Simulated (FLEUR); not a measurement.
# Rh (Fm-3m) in FLEUR: a series of runs

The runs below take Rh through band structure, with PBE.

All numbers are computed with FLEUR MaX-R8.1 (later development tree); they aren't measurements. Logs are shortened: lines on timing, memory, paths and dates and some standing lists are left out, and cuts for length are marked.

**1. Starting point**

The structure is cubic, space group Fm-3m (No. 225). The conventional cell has a = 3.796 Å, b = 3.796 Å, c = 3.796 Å, α = 90.00°, β = 90.00°, γ = 90.00°. Around Rh (site symmetry m-3m) lie 12 Rh at 2.68 Å.

**2. Band structure, PBE**

File inp.xml:

```xml
<?xml version="1.0" encoding="UTF-8" standalone="no"?>
<fleurInput fleurInputVersion="0.39">
   <comment>
      Rh                                                                                                  
   </comment>
   <calculationSetup>
      <cutoffs Kmax="4.17" Gmax="12.9" GmaxXC="12.9" numbands="0"/>
      <scfLoop itmax="60" minDistance="0.00001" maxIterBroyd="15" imix="Anderson" alpha="0.05" precondParam="0.0" spinf="2.0" sdNocoIR="T"/>
      <coreElectrons ctail="T" frcor="F" kcrel="0" coretail_lmax="0"/>
      <xcFunctional name="pbe" relativisticCorrections="F"/>
      <magnetism jspins="1"/>
      <soc l_soc="F" theta="0.0" phi="0.0" spav="F"/>
      <expertModes spex="0" secvar="F"/>
      <geometryOptimization l_f="F" forcealpha="1.0" forcemix="BFGS" epsdisp="0.00001" epsforce="0.00001"/>
      <ldaU l_linMix="F" mixParam="0.05" spinf="1.0"/>
   </calculationSetup>
   <cell>
      <bzIntegration valenceElectrons="17.0" mode="hist" fermiSmearingEnergy="0.00183747">
         <kPointListSelection listName="default-1"/>
         <!-- k-points included here -->
         <xi:include xmlns:xi="http://www.w3.org/2001/XInclude" href="kpts.xml"> </xi:include>
      </bzIntegration>
      <!-- symmetry operations included here -->
      <xi:include xmlns:xi="http://www.w3.org/2001/XInclude" href="sym.xml"> </xi:include>
      <bulkLattice scale="1.0">
         <bravaisMatrix>
            <row-1>    0.0000000000000000     3.5864167255721098     3.5864167255721098</row-1>
            <row-2>    3.5864167255721098     0.0000000000000000     3.5864167255721098</row-2>
            <row-3>    3.5864167255721098     3.5864167255721098     0.0000000000000000</row-3>
         </bravaisMatrix>
      </bulkLattice>
   </cell>
   <atomSpecies>
      <species name="Rhodium (Rh)" element="Rh" atomicNumber="45">
         <mtSphere radius="2.35" gridPoints="777" logIncrement="0.016"/>
         <atomicCutoffs lmax="9" lnonsphr="7"/>
         <electronConfig flipSpins="F">
            <coreConfig>(1s1/2) (2s1/2) (2p1/2) (2p3/2) (3s1/2) (3p1/2) (3p3/2) (3d3/2) (3d5/2)</coreConfig>
            <valenceConfig>(4s1/2) (4p1/2) (4p3/2) (5s1/2) (4d3/2) (4d5/2)</valenceConfig>
            <stateOccupation state="(5s1/2)" spinUp="0.500000" spinDown="0.500000"/>
            <stateOccupation state="(4d3/2)" spinUp="1.600000" spinDown="1.600000"/>
            <stateOccupation state="(4d5/2)" spinUp="2.400000" spinDown="2.400000"/>
         </electronConfig>
         <energyParameters s="5" p="5" d="4" f="4"/>
         <lo type="SCLO" l="0" n="4" eDeriv="0"/>
         <lo type="SCLO" l="1" n="4" eDeriv="0"/>
         <lo type="SCLO" l="1" n="4" eDeriv="1"/>
         <lo type="SCLO" l="2" n="4" eDeriv="2"/>
         <lo type="SCLO" l="3" n="4" eDeriv="2"/>
      </species>
   </atomSpecies>
   <atomGroups>
      <atomGroup species="Rhodium (Rh)">
         <relPos label="                   1">.0000000000 .0000000000 .0000000000</relPos>
         <force calculate="T" relaxXYZ="TTT"/>
      </atomGroup>
   </atomGroups>
   <output dos="F" band="F" slice="F">
      <checks vchk="F" cdinf="F"/>
      <bandDOS minEnergy="-.5*Htr" maxEnergy="0.5*Htr" sigma="0.015" storeEVData="T"/>
      <vacuumDOS vacdos="F" integ="F" star="F" nstars="0" locx1="0.0" locy1="0.0" locx2="0.0" locy2="0.0" nstm="0" tworkf="0.0"/>
      <unfoldingBand unfoldBand="F" supercellX="1" supercellY="1" supercellZ="1"/>
      <plotting iplot="0" polar="F">
         <plot TwoD="T" vec1="  1.0  0.0  0.0" vec2="  0.0  1.0  0.0" vec3="  0.0  0.0  1.0" zero="  0.0  0.0  0.0" file="plot"/>
      </plotting>
      <chargeDensitySlicing numkpt="0" minEigenval="0.0" maxEigenval="0.0" nnne="0" pallst="F"/>
      <specialOutput eonly="F"/>
      <moessbauerParams electricFieldGradient="T" isomerShift="T" coreHyperfine="T" valenceHyperfine="T"/>
      <magneticCircularDichroism mcd="F" energyLo="-10.0" energyUp="0.0"/>
   </output>
  <!-- We include the file relax.xml here to enable relaxations (see documentation) -->
  <xi:include xmlns:xi="http://www.w3.org/2001/XInclude" href="relax.xml"> <xi:fallback/> </xi:include>
</fleurInput>
```

File crystal.txt:

```
Rh
&input cartesian=F /
0.0000000000  1.8978500000  1.8978500000
1.8978500000  0.0000000000  1.8978500000
1.8978500000  1.8978500000  0.0000000000
1.8897261246
1.0 1.0 1.0

1
45 0.0000000000  0.0000000000  0.0000000000

&kpt div1=12 div2=12 div3=12 gamma=T /
```

File inp.xml (bands):

```
<?xml version="1.0" encoding="UTF-8" standalone="no"?>
<fleurInput fleurInputVersion="0.39">
   <comment>
      Rh                                                                                                  
   </comment>
   <calculationSetup>
      <cutoffs Kmax="4.17" Gmax="12.9" GmaxXC="12.9" numbands="0"/>
      <scfLoop itmax="60" minDistance="0.00001" maxIterBroyd="15" imix="Anderson" alpha="0.05" precondParam="0.0" spinf="2.0" sdNocoIR="T"/>
      <coreElectrons ctail="T" frcor="F" kcrel="0" coretail_lmax="0"/>
      <xcFunctional name="pbe" relativisticCorrections="F"/>
      <magnetism jspins="1"/>
      <soc l_soc="F" theta="0.0" phi="0.0" spav="F"/>
      <expertModes spex="0" secvar="F"/>
      <geometryOptimization l_f="F" forcealpha="1.0" forcemix="BFGS" epsdisp="0.00001" epsforce="0.00001"/>
      <ldaU l_linMix="F" mixParam="0.05" spinf="1.0"/>
   </calculationSetup>
   <cell>
      <bzIntegration valenceElectrons="17.0" mode="hist" fermiSmearingEnergy="0.00183747">
         <kPointListSelection listName="path-1"/>
         <!-- k-points included here -->
         <xi:include xmlns:xi="http://www.w3.org/2001/XInclude" href="kpts.xml"> </xi:include>
      </bzIntegration>
      <!-- symmetry operations included here -->
      <xi:include xmlns:xi="http://www.w3.org/2001/XInclude" href="sym.xml"> </xi:include>
      <bulkLattice scale="1.0">
         <bravaisMatrix>
            <row-1>    0.0000000000000000     3.5864167255721098     3.5864167255721098</row-1>
            <row-2>    3.5864167255721098     0.0000000000000000     3.5864167255721098</row-2>
            <row-3>    3.5864167255721098     3.5864167255721098     0.0000000000000000</row-3>
         </bravaisMatrix>
      </bulkLattice>
   </cell>
   <atomSpecies>
      <species name="Rhodium (Rh)" element="Rh" atomicNumber="45">
         <mtSphere radius="2.35" gridPoints="777" logIncrement="0.016"/>
         <atomicCutoffs lmax="9" lnonsphr="7"/>
         <electronConfig flipSpins="F">
            <coreConfig>(1s1/2) (2s1/2) (2p1/2) (2p3/2) (3s1/2) (3p1/2) (3p3/2) (3d3/2) (3d5/2)</coreConfig>
            <valenceConfig>(4s1/2) (4p1/2) (4p3/2) (5s1/2) (4d3/2) (4d5/2)</valenceConfig>
            <stateOccupation state="(5s1/2)" spinUp="0.500000" spinDown="0.500000"/>
            <stateOccupation state="(4d3/2)" spinUp="1.600000" spinDown="1.600000"/>
            <stateOccupation state="(4d5/2)" spinUp="2.400000" spinDown="2.400000"/>
         </electronConfig>
         <energyParameters s="5" p="5" d="4" f="4"/>
         <lo type="SCLO" l="0" n="4" eDeriv="0"/>
         <lo type="SCLO" l="1" n="4" eDeriv="0"/>
         <lo type="SCLO" l="1" n="4" eDeriv="1"/>
         <lo type="SCLO" l="2" n="4" eDeriv="2"/>
         <lo type="SCLO" l="3" n="4" eDeriv="2"/>
      </species>
   </atomSpecies>
   <atomGroups>
      <atomGroup species="Rhodium (Rh)">
         <relPos label="                   1">.0000000000 .0000000000 .0000000000</relPos>
         <force calculate="T" relaxXYZ="TTT"/>
      </atomGroup>
   </atomGroups>
   <output dos="F" band="T" slice="F">
      <checks vchk="F" cdinf="F"/>
      <bandDOS minEnergy="-.5*Htr" maxEnergy="0.5*Htr" sigma="0.015" storeEVData="T"/>
      <vacuumDOS vacdos="F" integ="F" star="F" nstars="0" locx1="0.0" locy1="0.0" locx2="0.0" locy2="0.0" nstm="0" tworkf="0.0"/>
      <unfoldingBand unfoldBand="F" supercellX="1" supercellY="1" supercellZ="1"/>
      <plotting iplot="0" polar="F">
         <plot TwoD="T" vec1="  1.0  0.0  0.0" vec2="  0.0  1.0  0.0" vec3="  0.0  0.0  1.0" zero="  0.0  0.0  0.0" file="plot"/>
      </plotting>
      <chargeDensitySlicing numkpt="0" minEigenval="0.0" maxEigenval="0.0" nnne="0" pallst="F"/>
      <specialOutput eonly="F"/>
      <moessbauerParams electricFieldGradient="T" isomerShift="T" coreHyperfine="T" valenceHyperfine="T"/>
      <magneticCircularDichroism mcd="F" energyLo="-10.0" energyUp="0.0"/>
   </output>
  <!-- We include the file relax.xml here to enable relaxations (see documentation) -->
  <xi:include xmlns:xi="http://www.w3.org/2001/XInclude" href="relax.xml"> <xi:fallback/> </xi:include>
</fleurInput>
```

Potentials or basis: all-electron, FLAPW.

The run is started by

```console
inpgen -f crystal.txt -profile fastHighL
# inp.xml edited to the form shown
fleur_MPI
fleur_MPI   # second run, on inp.xml (bands)
```

Standard output:

```text
Welcome to FLEUR        (www.flapw.de)
      MaX-Release 8.1          (www.max-centre.eu)

 ========== k-point set info ==========
 Selected k-point list: default-1
 k-point list type: mesh
 12 x 12 x 12
 Number of k points: 72

 ------------Calculation Setup---------------------------
 Number of MPI-tasks      :            1
 Number of PE/node        :            1
 Number of OMP-threads    :            1
 Most efficient MPI parallelization for:
           1           2           3           4           6           8           9          12          18          24          36          72
 Additional eigenvalue parallelization possible
 Number of basis functions:          160
 Approximate size of matrices (H+S) per k-point:         0.000 GB
 --------------------------------------------------------
 Iteration:     1   Distance:      17.79326171 me/bohr^3
 Iteration:     2   Distance:      15.66147735 me/bohr^3
 Iteration:     3   Distance:       5.78700473 me/bohr^3
 Iteration:     4   Distance:       3.78948477 me/bohr^3
 Iteration:     5   Distance:       1.75314144 me/bohr^3
 Iteration:     6   Distance:       0.42968518 me/bohr^3
 Iteration:     7   Distance:       0.07180059 me/bohr^3
 Iteration:     8   Distance:       0.00440871 me/bohr^3
 Iteration:     9   Distance:       0.00442904 me/bohr^3
 Iteration:    10   Distance:       0.00053061 me/bohr^3
 Iteration:    11   Distance:       0.00072047 me/bohr^3
 Iteration:    12   Distance:       0.00005754 me/bohr^3
 Iteration:    13   Distance:       0.00001740 me/bohr^3
 Iteration:    14   Distance:       0.00000030 me/bohr^3

 ********************************************************************
 Run finished successfully
 Stop message:
   all done
 ********************************************************************
```

output (bands):

```text
Welcome to FLEUR        (www.flapw.de)
      MaX-Release 8.1          (www.max-centre.eu)

 ========== k-point set info ==========
 Selected k-point list: path-1
 k-point list type: path
 Number of k points: 60

 ------------Calculation Setup---------------------------
 Number of MPI-tasks      :            1
 Number of PE/node        :            1
 Number of OMP-threads    :            1
 Most efficient MPI parallelization for:
           1           2           3           4           5           6          10          12          15          20          30          60
 Additional eigenvalue parallelization possible
 Number of basis functions:          160
 Approximate size of matrices (H+S) per k-point:         0.000 GB
 --------------------------------------------------------
 Fermi energy correction for metals:
 Fermi energy in bands.* files may not be consistent with last density.
 Please correct it manually (e.g. in band.gnu file).

 Note: Band structure data (together with different weights) is also stored in the banddos.hdf file.
       A convenient way of extracting and plotting the data from that file is by making use of the

 ********************************************************************
 Run finished successfully
 Stop message:
   Charge density postprocessing done.
 ********************************************************************
```

out.xml (last iteration):

```text
<iteration numberForCurrentRun="   14" overallNumber="   14">
         <energyParameters units="Htr">
            <atomicEP atomType="1" spin="1" branch="5s" branchLowest="-2.35" branchHighest="2.34" value="0.3612478162"/>
            <atomicEP atomType="1" spin="1" branch="5p" branchLowest="-1.14" branchHighest="3.08" value="0.4875250377"/>
            <atomicEP atomType="1" spin="1" branch="4d" branchLowest="-10.38" branchHighest="0.70" value="0.4240829858"/>
            <atomicEP atomType="1" spin="1" branch="4f" branchLowest="-9.99" branchHighest="2.61" value="0.7763025671"/>
            <loAtomicEP atomType="1" spin="1" branch="4s" branchLowest="-21.26" branchHighest="-2.35" value="-2.3653848652"/>
            <loAtomicEP atomType="1" spin="1" branch="4p" branchLowest="-17.07" branchHighest="-1.14" value="-1.1888176178"/>
            <loAtomicEP atomType="1" spin="1" branch="4p" branchLowest="-17.07" branchHighest="-1.14" value="-1.1888176178"/>
            <loAtomicEP atomType="1" spin="1" branch="4d" branchLowest="-10.38" branchHighest="0.70" value="0.4201062654"/>
            <loAtomicEP atomType="1" spin="1" branch="4f" branchLowest="-9.99" branchHighest="2.61" value="0.7763040693"/>
         </energyParameters>
         <eigenvalues>
            <eigenvaluesAt spin="1" ikpt="1" k_x="0.00000000" k_y="0.00000000" k_z="0.00000000">
                      -2.3696032652       -1.1734346432       -1.1734346432       -1.1734346432        0.2366807768
                       0.4162067078        0.4162067078        0.4162067078        0.4935303713        0.4935303713
                       1.1106835800        1.3081314265        1.3081314265        1.3081314265
            </eigenvaluesAt>
            <eigenvaluesAt spin="1" ikpt="2" k_x="0.00000000" k_y="0.00000000" k_z="0.08333333">
                      -2.3693220815       -1.1753316460       -1.1736912838       -1.1736912838        0.2468841775
                       0.4118089921        0.4201263649        0.4201263649        0.4914223268        0.4914223268
                       1.1252200571        1.2604586372        1.3230961859        1.3230961859
            </eigenvaluesAt>
            <eigenvaluesAt spin="1" ikpt="3" k_x="0.00000000" k_y="0.00000000" k_z="0.16666667">
                      -2.3685520097       -1.1804746618       -1.1743909586       -1.1743909586        0.2739838834
                       0.4040038664        0.4280580204        0.4280580204        0.4896394672        0.4896394672
                       1.1563366089        1.1767138160        1.3648720461        1.3648720461
[... 24 lines left out ...]
            <state n="3" l="1" j="1.5" energy="-16.7878066109" weight="2.0000000000"/>
            <state n="3" l="2" j="1.5" energy="-10.4894192814" weight="2.0000000000"/>
            <state n="3" l="2" j="2.5" energy="-10.3090679576" weight="3.0000000000"/>
         </coreStates>
         <allElectronCharges>
            <spinDependentCharge spin="1" total="45.0000000" interstitial="1.6205986" mtSpheres="43.3794014"/>
            <totalCharge value="44.9999999993"/>
         </allElectronCharges>
         <moessbauerParams unitsHFF="kG" unitsIS="e/bohr^3" unitsEFG="Htr/bohr^2">
            <coreIsomerShift atomType="1" isTotal="122315.77354">
               <shell n="1" l="0" isomerShift="107670.17685"/>
               <shell n="2" l="0" isomerShift="12128.45296"/>
               <shell n="2" l="1" isomerShift="229.76460"/>
               <shell n="3" l="0" isomerShift="2242.11484"/>
               <shell n="3" l="1" isomerShift="45.26428"/>
               <shell n="3" l="2" isomerShift="0.00001"/>
            </coreIsomerShift>
            <isomerShift atomType="1" nucleusRadius="0.0001107" averageDensity="122743.49904"/>
            <electricFieldGradient atomType="1" VXX="0.00000" VYY="0.00000" VZZ="0.00000" asymParam="0.00000">
            </electricFieldGradient>
         </moessbauerParams>
         <totalEnergy                                    value="    -4785.2702683424" units="Htr">
            <sumOfEigenvalues                            value="    -2848.2540654058">
               <coreElectrons value="-2840.1347224393"/>
               <valenceElectrons value="-8.1193429666"/>
            </sumOfEigenvalues>
            <densityCoulombPotentialIntegral value="-7655.4170932832"/>
            <densityEffectivePotentialIntegral value="-7836.6791037656"/>
            <chargeDenXCDenIntegral value="-138.9834565725"/>
            <FockExchangeEnergyValence value="0.0000000000"/>
            <FockExchangeEnergyCore value="0.0000000000"/>
            <atomTypeDependentContributions atomType="1">
               <electronNucleiInteractionDifferentMTs value="5780.7787740928"/>
               <MadelungTerm value="-26.2245293953"/>
            </atomTypeDependentContributions>
            <tkbTimesEntropy value="0.0003035479"/>
            <freeEnergy value="-4785.2705718903"/>
            <extrapolationTo0K value="-4785.2704201163"/>
         </totalEnergy>
         <densityConvergence units="me/bohr^3">
            <chargeDensity spin="1" distance="0.0000002983"/>
         </densityConvergence>
      </iteration>
```

It took 8.9 s on 1 thread of Arm Neoverse V2, shared host; peak memory 0.05 GiB.

What came out:

| Property | Result |
| --- | --- |
| Free energy | -130213.8458 eV |
| Band gap along the path | none (metal or under the smearing width) |
| Valence electrons inside the program's atomic spheres | Rh 15.38 (radii Rh 2.35 bohr) |

Levels at the corners of the path, in eV from the Fermi level:
```
point  band 5  band 6  band 7  band 8  band 9  band 10  band 11  band 12
    Γ   -8.01   -3.13   -3.13   -3.13   -1.02    -1.02    15.77    21.14
    X   -6.39   -6.02    0.52    0.98    0.98     3.25    12.33    13.28
    W   -5.08   -3.85   -3.85   -1.24    0.98     9.65     9.65    11.28
    K   -5.58   -4.82   -2.10   -0.72    0.36     7.89     8.62    12.08
    Γ   -8.01   -3.13   -3.13   -3.13   -1.02    -1.02    15.77    21.14
    L   -6.19   -3.21   -3.21    0.56    0.56     0.71     8.69    15.32
    U   -5.58   -4.82   -2.10   -0.72    0.36     7.89     8.62    12.08
    W   -5.08   -3.85   -3.85   -1.24    0.98     9.65     9.65    11.28
    L   -6.19   -3.21   -3.21    0.56    0.56     0.71     8.69    15.32
    K   -5.58   -4.82   -2.10   -0.72    0.36     7.89     8.62    12.08
    U   -5.58   -4.82   -2.10   -0.72    0.36     7.89     8.62    12.08
    X   -6.39   -6.02    0.52    0.98    0.98     3.25    12.33    13.28
```

Core levels (eV from the Fermi level):
| atom | levels |
| --- | --- |
| 1 Rh | 1s1/2 -23023.0, 2s1/2 -3334.2, 2p1/2 -3086.7, 2p3/2 -2942.1, 3s1/2 -593.0, 3p1/2 -496.2, 3p3/2 -471.3, 3d3/2 -299.9, 3d5/2 -295.0 |

(Continued in part 2 of 2.)
